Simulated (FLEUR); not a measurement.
# CdSe (F-43m) in FLEUR: further runs

Runs on CdSe. Level: LDA (Perdew-Zunger). Tasks: band structure, equation of state.

All numbers are computed with FLEUR MaX-R8.1 (later development tree); they aren't measurements. Logs are shortened: lines on timing, memory, paths and dates and some standing lists are left out, and cuts for length are marked.

## 1. The structure

The structure is cubic, space group F-43m (No. 216). The conventional cell has a = 6.141 Å, b = 6.141 Å, c = 6.141 Å, α = 90.00°, β = 90.00°, γ = 90.00°. Cd (site symmetry -43m) is surrounded by 4 Se at 2.66 Å. Around Se (site symmetry -43m) lie 4 Cd at 2.66 Å.

Measurements of this composition are mostly on another form, of space group No. 186.

## 2. Band structure, LDA (Perdew-Zunger)

File inp.xml:

```xml
<?xml version="1.0" encoding="UTF-8" standalone="no"?>
<fleurInput fleurInputVersion="0.39">
   <comment>
      CdSe                                                                                                
   </comment>
   <calculationSetup>
      <cutoffs Kmax="3.88" Gmax="12.0" GmaxXC="12.0" numbands="0"/>
      <scfLoop itmax="60" minDistance="0.00001" maxIterBroyd="15" imix="Anderson" alpha="0.05" precondParam="0.0" spinf="2.0" sdNocoIR="T"/>
      <coreElectrons ctail="T" frcor="F" kcrel="0" coretail_lmax="0"/>
      <xcFunctional name="pz" relativisticCorrections="F"/>
      <magnetism jspins="1"/>
      <soc l_soc="F" theta="0.0" phi="0.0" spav="F"/>
      <expertModes spex="0" secvar="F"/>
      <geometryOptimization l_f="F" forcealpha="1.0" forcemix="BFGS" epsdisp="0.00001" epsforce="0.00001"/>
      <ldaU l_linMix="F" mixParam="0.05" spinf="1.0"/>
   </calculationSetup>
   <cell>
      <bzIntegration valenceElectrons="36.0" mode="hist" fermiSmearingEnergy="0.00183747">
         <kPointListSelection listName="default-1"/>
         <!-- k-points included here -->
         <xi:include xmlns:xi="http://www.w3.org/2001/XInclude" href="kpts.xml"> </xi:include>
      </bzIntegration>
      <!-- symmetry operations included here -->
      <xi:include xmlns:xi="http://www.w3.org/2001/XInclude" href="sym.xml"> </xi:include>
      <bulkLattice scale="1.0">
         <bravaisMatrix>
[... 29 lines left out ...]
         </electronConfig>
         <energyParameters s="4" p="4" d="4" f="4"/>
         <lo type="SCLO" l="2" n="3" eDeriv="0"/>
         <lo type="SCLO" l="0" n="4" eDeriv="2"/>
         <lo type="SCLO" l="1" n="4" eDeriv="2"/>
         <lo type="SCLO" l="3" n="4" eDeriv="2"/>
      </species>
   </atomSpecies>
   <atomGroups>
      <atomGroup species="Cadmium (Cd)">
         <relPos label="                   1">.0000000000 .0000000000 .0000000000</relPos>
         <force calculate="T" relaxXYZ="TTT"/>
      </atomGroup>
      <atomGroup species="Selenium (Se)">
         <relPos label="                   2">1.000/4.000 1.000/4.000 1.000/4.000</relPos>
         <force calculate="T" relaxXYZ="TTT"/>
      </atomGroup>
   </atomGroups>
   <output dos="F" band="F" slice="F">
      <checks vchk="F" cdinf="F"/>
      <bandDOS minEnergy="-.5*Htr" maxEnergy="0.5*Htr" sigma="0.015" storeEVData="T"/>
      <vacuumDOS vacdos="F" integ="F" star="F" nstars="0" locx1="0.0" locy1="0.0" locx2="0.0" locy2="0.0" nstm="0" tworkf="0.0"/>
      <unfoldingBand unfoldBand="F" supercellX="1" supercellY="1" supercellZ="1"/>
      <plotting iplot="0" polar="F">
         <plot TwoD="T" vec1="  1.0  0.0  0.0" vec2="  0.0  1.0  0.0" vec3="  0.0  0.0  1.0" zero="  0.0  0.0  0.0" file="plot"/>
      </plotting>
      <chargeDensitySlicing numkpt="0" minEigenval="0.0" maxEigenval="0.0" nnne="0" pallst="F"/>
      <specialOutput eonly="F"/>
      <moessbauerParams electricFieldGradient="T" isomerShift="T" coreHyperfine="T" valenceHyperfine="T"/>
      <magneticCircularDichroism mcd="F" energyLo="-10.0" energyUp="0.0"/>
   </output>
  <!-- We include the file relax.xml here to enable relaxations (see documentation) -->
  <xi:include xmlns:xi="http://www.w3.org/2001/XInclude" href="relax.xml"> <xi:fallback/> </xi:include>
</fleurInput>
```

File crystal.txt:

```
CdSe
&input cartesian=F /
0.0000000000  3.0702711986  3.0702711986
3.0702711986  0.0000000000  3.0702711986
3.0702711986  3.0702711986  0.0000000000
1.8897261246
1.0 1.0 1.0

2
48 0.0000000000  0.0000000000  0.0000000000
34 0.2500000000  0.2500000000  0.2500000000

&kpt div1=8 div2=8 div3=8 gamma=T /
```

File inp.xml (bands):

```
<?xml version="1.0" encoding="UTF-8" standalone="no"?>
<fleurInput fleurInputVersion="0.39">
   <comment>
      CdSe                                                                                                
   </comment>
   <calculationSetup>
      <cutoffs Kmax="3.88" Gmax="12.0" GmaxXC="12.0" numbands="0"/>
      <scfLoop itmax="60" minDistance="0.00001" maxIterBroyd="15" imix="Anderson" alpha="0.05" precondParam="0.0" spinf="2.0" sdNocoIR="T"/>
      <coreElectrons ctail="T" frcor="F" kcrel="0" coretail_lmax="0"/>
      <xcFunctional name="pz" relativisticCorrections="F"/>
      <magnetism jspins="1"/>
      <soc l_soc="F" theta="0.0" phi="0.0" spav="F"/>
      <expertModes spex="0" secvar="F"/>
      <geometryOptimization l_f="F" forcealpha="1.0" forcemix="BFGS" epsdisp="0.00001" epsforce="0.00001"/>
      <ldaU l_linMix="F" mixParam="0.05" spinf="1.0"/>
   </calculationSetup>
   <cell>
      <bzIntegration valenceElectrons="36.0" mode="hist" fermiSmearingEnergy="0.00183747">
         <kPointListSelection listName="path-1"/>
         <!-- k-points included here -->
         <xi:include xmlns:xi="http://www.w3.org/2001/XInclude" href="kpts.xml"> </xi:include>
      </bzIntegration>
      <!-- symmetry operations included here -->
      <xi:include xmlns:xi="http://www.w3.org/2001/XInclude" href="sym.xml"> </xi:include>
      <bulkLattice scale="1.0">
[... 29 lines left out ...]
            <stateOccupation state="(4p3/2)" spinUp="1.333333" spinDown="1.333333"/>
         </electronConfig>
         <energyParameters s="4" p="4" d="4" f="4"/>
         <lo type="SCLO" l="2" n="3" eDeriv="0"/>
         <lo type="SCLO" l="0" n="4" eDeriv="2"/>
         <lo type="SCLO" l="1" n="4" eDeriv="2"/>
         <lo type="SCLO" l="3" n="4" eDeriv="2"/>
      </species>
   </atomSpecies>
   <atomGroups>
      <atomGroup species="Cadmium (Cd)">
         <relPos label="                   1">.0000000000 .0000000000 .0000000000</relPos>
         <force calculate="T" relaxXYZ="TTT"/>
      </atomGroup>
      <atomGroup species="Selenium (Se)">
         <relPos label="                   2">1.000/4.000 1.000/4.000 1.000/4.000</relPos>
         <force calculate="T" relaxXYZ="TTT"/>
      </atomGroup>
   </atomGroups>
   <output dos="F" band="T" slice="F">
      <checks vchk="F" cdinf="F"/>
      <bandDOS minEnergy="-.5*Htr" maxEnergy="0.5*Htr" sigma="0.015" storeEVData="T"/>
      <vacuumDOS vacdos="F" integ="F" star="F" nstars="0" locx1="0.0" locy1="0.0" locx2="0.0" locy2="0.0" nstm="0" tworkf="0.0"/>
      <unfoldingBand unfoldBand="F" supercellX="1" supercellY="1" supercellZ="1"/>
      <plotting iplot="0" polar="F">
         <plot TwoD="T" vec1="  1.0  0.0  0.0" vec2="  0.0  1.0  0.0" vec3="  0.0  0.0  1.0" zero="  0.0  0.0  0.0" file="plot"/>
      </plotting>
      <chargeDensitySlicing numkpt="0" minEigenval="0.0" maxEigenval="0.0" nnne="0" pallst="F"/>
      <specialOutput eonly="F"/>
      <moessbauerParams electricFieldGradient="T" isomerShift="T" coreHyperfine="T" valenceHyperfine="T"/>
      <magneticCircularDichroism mcd="F" energyLo="-10.0" energyUp="0.0"/>
   </output>
  <!-- We include the file relax.xml here to enable relaxations (see documentation) -->
  <xi:include xmlns:xi="http://www.w3.org/2001/XInclude" href="relax.xml"> <xi:fallback/> </xi:include>
</fleurInput>
```

Potentials or basis: all-electron, FLAPW.

The run is started by

```console
inpgen -f crystal.txt -profile fastHighL
# inp.xml edited to the form shown
fleur_MPI
fleur_MPI   # second run, on inp.xml (bands)
```

Log:

```text
Welcome to FLEUR        (www.flapw.de)
      MaX-Release 8.1          (www.max-centre.eu)

 ========== k-point set info ==========
 Selected k-point list: default-1
 k-point list type: mesh
 8 x 8 x 8
 Number of k points: 29

 ------------Calculation Setup---------------------------
 Number of MPI-tasks      :            1
 Number of PE/node        :            1
 Number of OMP-threads    :            1
 Most efficient MPI parallelization for:
           1          29
 Additional eigenvalue parallelization possible
 Number of basis functions:          466
 Approximate size of matrices (H+S) per k-point:         0.006 GB
 --------------------------------------------------------
 Iteration:     1   Distance:       5.96804252 me/bohr^3
 Iteration:     2   Distance:       5.39229178 me/bohr^3
 Iteration:     3   Distance:       3.20313516 me/bohr^3
 Iteration:     4   Distance:       1.06341232 me/bohr^3
 Iteration:     5   Distance:       0.83207528 me/bohr^3
 Iteration:     6   Distance:       0.14629952 me/bohr^3
 Iteration:     7   Distance:       0.08939637 me/bohr^3
 Iteration:     8   Distance:       0.05144045 me/bohr^3
 Iteration:     9   Distance:       0.00593722 me/bohr^3
 Iteration:    10   Distance:       0.00602163 me/bohr^3
 Iteration:    11   Distance:       0.00082594 me/bohr^3
 Iteration:    12   Distance:       0.00037284 me/bohr^3
 Iteration:    13   Distance:       0.00009681 me/bohr^3
 Iteration:    14   Distance:       0.00000694 me/bohr^3

 ********************************************************************
 Run finished successfully
 Stop message:
   all done
 ********************************************************************
```

output (bands):

```text
Welcome to FLEUR        (www.flapw.de)
      MaX-Release 8.1          (www.max-centre.eu)

 ========== k-point set info ==========
 Selected k-point list: path-1
 k-point list type: path
 Number of k points: 60

 ------------Calculation Setup---------------------------
 Number of MPI-tasks      :            1
 Number of PE/node        :            1
 Number of OMP-threads    :            1
 Most efficient MPI parallelization for:
           1           2           3           4           5           6          10          12          15          20          30          60
 Additional eigenvalue parallelization possible
 Number of basis functions:          466
 Approximate size of matrices (H+S) per k-point:         0.006 GB
 --------------------------------------------------------
 Fermi energy correction for metals:
 Fermi energy in bands.* files may not be consistent with last density.
 Please correct it manually (e.g. in band.gnu file).

 Note: Band structure data (together with different weights) is also stored in the banddos.hdf file.
       A convenient way of extracting and plotting the data from that file is by making use of the

 ********************************************************************
 Run finished successfully
 Stop message:
   Charge density postprocessing done.
 ********************************************************************
```

out.xml (last iteration):

```text
<iteration numberForCurrentRun="   14" overallNumber="   14">
         <energyParameters units="Htr">
            <atomicEP atomType="1" spin="1" branch="5s" branchLowest="-3.61" branchHighest="1.13" value="-0.0065325747"/>
            <atomicEP atomType="1" spin="1" branch="5p" branchLowest="-2.17" branchHighest="1.78" value="0.1574811904"/>
            <atomicEP atomType="1" spin="1" branch="4d" branchLowest="-14.19" branchHighest="-0.06" value="-0.1565604336"/>
            <atomicEP atomType="1" spin="1" branch="4f" branchLowest="-9.99" branchHighest="2.02" value="0.4754606892"/>
            <loAtomicEP atomType="1" spin="1" branch="4s" branchLowest="-26.63" branchHighest="-3.61" value="-3.6119798273"/>
            <loAtomicEP atomType="1" spin="1" branch="4p" branchLowest="-21.79" branchHighest="-2.17" value="-2.1905195455"/>
            <loAtomicEP atomType="1" spin="1" branch="4p" branchLowest="-21.79" branchHighest="-2.17" value="-2.1905195455"/>
            <loAtomicEP atomType="1" spin="1" branch="4d" branchLowest="-14.19" branchHighest="-0.06" value="-0.1649962900"/>
            <loAtomicEP atomType="1" spin="1" branch="4f" branchLowest="-9.99" branchHighest="2.02" value="0.4754630243"/>
            <atomicEP atomType="2" spin="1" branch="4s" branchLowest="-7.46" branchHighest="0.46" value="-0.3689699545"/>
            <atomicEP atomType="2" spin="1" branch="4p" branchLowest="-5.25" branchHighest="1.20" value="-0.0556527414"/>
            <atomicEP atomType="2" spin="1" branch="4d" branchLowest="-1.59" branchHighest="2.49" value="0.1863768050"/>
            <atomicEP atomType="2" spin="1" branch="4f" branchLowest="-9.99" branchHighest="3.42" value="0.3500041267"/>
            <loAtomicEP atomType="2" spin="1" branch="3d" branchLowest="-9.99" branchHighest="-1.59" value="-1.6028326986"/>
            <loAtomicEP atomType="2" spin="1" branch="4s" branchLowest="-7.46" branchHighest="0.46" value="-0.3689699545"/>
            <loAtomicEP atomType="2" spin="1" branch="4p" branchLowest="-5.25" branchHighest="1.20" value="-0.0581411672"/>
            <loAtomicEP atomType="2" spin="1" branch="4f" branchLowest="-9.99" branchHighest="3.42" value="0.3500070077"/>
         </energyParameters>
         <eigenvalues>
            <eigenvaluesAt spin="1" ikpt="1" k_x="0.00000000" k_y="0.00000000" k_z="0.00000000">
                      -3.6119755429       -2.1842880272       -2.1842880272       -2.1842880272       -1.6046248219
                      -1.6046248219       -1.6046248219       -1.6045066592       -1.6045066592       -0.3490798243
                      -0.1763433663       -0.1763433663       -0.1763433663       -0.1634300424       -0.1634300424
                       0.1110752454        0.1110752454        0.1110752454        0.1210443968        0.3242112059
                       0.3242112059        0.3242112059        0.4552011517        0.5177416284        0.5177416284
                       0.5444142678        0.5444142678        0.5444142678
            </eigenvaluesAt>
            <eigenvaluesAt spin="1" ikpt="2" k_x="0.00000000" k_y="0.00000000" k_z="0.12500000">
                      -3.6119754694       -2.1842892304       -2.1842879675       -2.1842879675       -1.6046291694
                      -1.6046291694       -1.6046277686       -1.6044767068       -1.6044767068       -0.3471953836
                      -0.1757495983       -0.1757495983       -0.1746904985       -0.1634578961       -0.1634578961
                       0.0640398320        0.1066280683        0.1066280683        0.1607436085        0.3151760858
                       0.3314248289        0.3314248289        0.4824584125        0.4868247104        0.4868247104
[... 51 lines left out ...]
            <spinDependentCharge spin="1" total="82.0000000" interstitial="3.8215658" mtSpheres="78.1784342"/>
            <totalCharge value="81.9999999957"/>
         </allElectronCharges>
         <moessbauerParams unitsHFF="kG" unitsIS="e/bohr^3" unitsEFG="Htr/bohr^2">
            <coreIsomerShift atomType="1" isTotal="160875.07742">
               <shell n="1" l="0" isomerShift="141071.85794"/>
               <shell n="2" l="0" isomerShift="16272.26258"/>
               <shell n="2" l="1" isomerShift="357.21821"/>
               <shell n="3" l="0" isomerShift="3100.52598"/>
               <shell n="3" l="1" isomerShift="73.21271"/>
               <shell n="3" l="2" isomerShift="0.00001"/>
            </coreIsomerShift>
            <coreIsomerShift atomType="2" isTotal="39786.09015">
               <shell n="1" l="0" isomerShift="35524.55534"/>
               <shell n="2" l="0" isomerShift="3641.48840"/>
               <shell n="2" l="1" isomerShift="36.72432"/>
               <shell n="3" l="0" isomerShift="577.43924"/>
               <shell n="3" l="1" isomerShift="5.88284"/>
            </coreIsomerShift>
            <isomerShift atomType="1" nucleusRadius="0.0001140" averageDensity="161507.90100"/>
            <isomerShift atomType="2" nucleusRadius="0.0001013" averageDensity="39842.32477"/>
            <electricFieldGradient atomType="1" VXX="0.00000" VYY="0.00000" VZZ="0.00000" asymParam="0.00000">
            </electricFieldGradient>
            <electricFieldGradient atomType="2" VXX="0.00000" VYY="0.00000" VZZ="0.00000" asymParam="0.00000">
            </electricFieldGradient>
         </moessbauerParams>
         <totalEnergy                                    value="    -8018.1273695991" units="Htr">
            <sumOfEigenvalues                            value="    -4765.3735180229">
               <coreElectrons value="-4726.8770881203"/>
               <valenceElectrons value="-38.4964299026"/>
            </sumOfEigenvalues>
            <densityCoulombPotentialIntegral value="-12799.2897293362"/>
            <densityEffectivePotentialIntegral value="-13110.1500648163"/>
            <chargeDenXCDenIntegral value="-234.5088248426"/>
            <FockExchangeEnergyValence value="0.0000000000"/>
            <FockExchangeEnergyCore value="0.0000000000"/>
            <atomTypeDependentContributions atomType="1">
               <electronNucleiInteractionDifferentMTs value="6773.2835778161"/>
               <MadelungTerm value="-17.8066621262"/>
            </atomTypeDependentContributions>
            <atomTypeDependentContributions atomType="2">
               <electronNucleiInteractionDifferentMTs value="2918.5548579294"/>
               <MadelungTerm value="-19.1051290102"/>
            </atomTypeDependentContributions>
            <tkbTimesEntropy value="0.0000081859"/>
            <freeEnergy value="-8018.1273777850"/>
            <extrapolationTo0K value="-8018.1273736920"/>
         </totalEnergy>
         <densityConvergence units="me/bohr^3">
            <chargeDensity spin="1" distance="0.0000069353"/>
         </densityConvergence>
      </iteration>
```

It took 59 s on 1 thread of Arm Neoverse V1, shared host; peak memory 0.06 GiB.

What came out:

* Free energy: -218184.3610 eV
* Band gap on the k mesh: 0.27 eV, direct
* Band gap along the path: 0.27 eV, direct
* Valence electrons inside the program's atomic spheres: Cd 18.47; Se 13.70 (radii Cd 2.52, Se 2.14 bohr)

Levels at the corners of the path, in eV from the valence-band top:
```tsv
point	band 14	band 15	band 16	band 17	band 18	band 19	band 20	band 21	band 22	band 23
Γ	-7.47	-7.47	0.00	0.00	0.00	0.27	5.80	5.80	5.80	9.36
X	-7.41	-7.15	-4.04	-1.79	-1.79	2.99	3.58	8.71	9.85	9.85
W	-7.47	-7.03	-3.95	-2.17	-2.14	4.77	5.06	6.22	7.41	10.12
K	-7.44	-7.06	-3.98	-2.45	-1.46	3.53	4.94	7.97	8.37	8.38
Γ	-7.47	-7.47	0.00	0.00	0.00	0.27	5.80	5.80	5.80	9.36
L	-7.45	-7.20	-4.32	-0.72	-0.72	2.14	6.32	6.32	7.09	9.67
U	-7.44	-7.06	-3.98	-2.45	-1.46	3.53	4.94	7.97	8.37	8.38
W	-7.47	-7.03	-3.95	-2.17	-2.14	4.77	5.06	6.22	7.41	10.12
L	-7.45	-7.20	-4.32	-0.72	-0.72	2.14	6.32	6.32	7.09	9.67
K	-7.44	-7.06	-3.98	-2.45	-1.46	3.53	4.94	7.97	8.37	8.38
U	-7.44	-7.06	-3.98	-2.45	-1.46	3.53	4.94	7.97	8.37	8.38
X	-7.41	-7.15	-4.04	-1.79	-1.79	2.99	3.58	8.71	9.85	9.85
```

Core levels (eV from the Fermi level):
```csv
atom,levels
1 Cd,"1s1/2 -26473.4, 2s1/2 -3926.6, 2p1/2 -3657.3, 2p3/2 -3465.1, 3s1/2 -727.9, 3p1/2 -619.8, 3p3/2 -585.5, 3d3/2 -393.5, 3d5/2 -386.6"
2 Se,"1s1/2 -12473.0, 2s1/2 -1597.4, 2p1/2 -1433.8, 2p3/2 -1392.1, 3s1/2 -206.1, 3p1/2 -150.1, 3p3/2 -144.2"
```

## 3. Equation of state, LDA (Perdew-Zunger), 27.21 Å³/atom (volume scaled by 0.94)

Changes to inp.xml since step 2:

```diff
@@ -6,3 +6,3 @@
    <calculationSetup>
-      <cutoffs Kmax="3.88" Gmax="12.0" GmaxXC="12.0" numbands="0"/>
+      <cutoffs Kmax="4.01" Gmax="12.4" GmaxXC="12.4" numbands="0"/>
       <scfLoop itmax="60" minDistance="0.00001" maxIterBroyd="15" imix="Anderson" alpha="0.05" precondParam="0.0" spinf="2.0" sdNocoIR="T"/>
@@ -24,3 +24,3 @@
       <xi:include xmlns:xi="http://www.w3.org/2001/XInclude" href="sym.xml"> </xi:include>
-      <bulkLattice scale="1.0">
+      <bulkLattice scale="0.9795861087">
          <bravaisMatrix>
@@ -34,3 +34,3 @@
       <species name="Cadmium (Cd)" element="Cd" atomicNumber="48">
-         <mtSphere radius="2.52" gridPoints="833" logIncrement="0.015"/>
+         <mtSphere radius="2.44" gridPoints="833" logIncrement="0.015"/>
          <atomicCutoffs lmax="10" lnonsphr="8"/>
@@ -48,3 +48,3 @@
       <species name="Selenium (Se)" element="Se" atomicNumber="34">
-         <mtSphere radius="2.14" gridPoints="707" logIncrement="0.018"/>
+         <mtSphere radius="2.07" gridPoints="707" logIncrement="0.018"/>
          <atomicCutoffs lmax="9" lnonsphr="7"/>
```

Potentials or basis: all-electron, FLAPW.

The run is started by

```console
inpgen -f crystal.txt -profile fastHighL
# inp.xml edited to the form shown
fleur_MPI
```

Run time: 56 s. Hardware: 1 thread of Arm Neoverse V1, shared host; peak memory 0.08 GiB.

The run converged. Its results:

```
Free energy                                           : -218184.3879 eV
Band gap on the k mesh                                : 0.39 eV, direct
Valence electrons inside the program's atomic spheres : Cd 18.35; Se 13.50 (radii Cd 2.44, Se 2.07 bohr)
```

(Part 1 of 2 ends here.)
